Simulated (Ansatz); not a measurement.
**LiF: a vibration from a frozen displacement**

Level of theory: DFT PBEsol, scalar-relativistic, plane waves, PAW in Ansatz 0.2.0. Settings: plane waves to 420 eV, k-mesh 9×9×6 (Γ-centred), Gaussian smearing 0.05 eV. No spin polarisation. Energies are free energies at this smearing, counted from the undisturbed cell; pressure is positive in compression.

The starting cell (as given, not relaxed at this level; it stands at 1.4 GPa; this wurtzite form isn't the usual structure):

```
Li F
1.0
     3.06094    0.00000    0.00000
    -1.53047    2.65085    0.00000
     0.00000    0.00000    4.80732
Li F
2 2
Direct
  0.33333 0.66667 0.38115
  0.66667 0.33333 0.88115
  0.33333 0.66667 0.99384
  0.66667 0.33333 0.49384
```

Every F atom is moved by x along the Cartesian unit vector (0.000, 0.000, 1.000); the cell and all other atoms stay fixed. The cell's volume is 39.01 Å³; the moved atoms weigh 37.997 u together and the others 13.880 u.

| x (Å) | ΔE (meV/cell) | total force on the moved atoms along the move (eV/Å) | pressure (GPa) |
| --- | --- | --- | --- |
| -0.3000 | 141.97 | 0.5686 | 2.9604 |
| -0.2250 | 96.86 | 0.6192 | 2.4238 |
| -0.1500 | 51.70 | 0.5654 | 1.9041 |
| -0.0750 | 15.47 | 0.3746 | 1.5154 |
| 0.0000 | 0.00 | 0.0034 | 1.3995 |
| 0.0750 | 20.95 | -0.6084 | 1.7278 |
| 0.1500 | 99.42 | -1.5478 | 2.7062 |
| 0.2250 | 264.33 | -2.9380 | 4.5826 |
| 0.2625 | 391.18 | -3.8562 | 5.9509 |
| 0.3000 | 555.89 | -4.9628 | 7.6695 |

Task: What frequency belongs to this motion?

Result: The force constant is k = −dF/dx = 6.553 eV/Å², from the parabola through x = -0.0750, 0 and 0.0750. In every cell the moved atoms swing against the rest, so the mass is μ = m₁m₂/(m₁ + m₂) = 10.166 u, and ν̃ = 521.5 cm⁻¹ × √(|k|/μ) = 419 cm⁻¹, at this cell's pressure of 1.4 GPa. To first order in x, and within 1 %, the force on every atom lies along the move and, within each of the two groups, in proportion to the atom's mass, so this is itself a mode at the zone centre of this cell, taken without macroscopic field (the transverse frequency in a polar insulator).

Task: How far does the harmonic law reach?

Result: At x = -0.300 Å, kx²/2 = 294.90 meV against the computed 141.97 meV (-51.9 %): the well softens in this direction at large amplitude.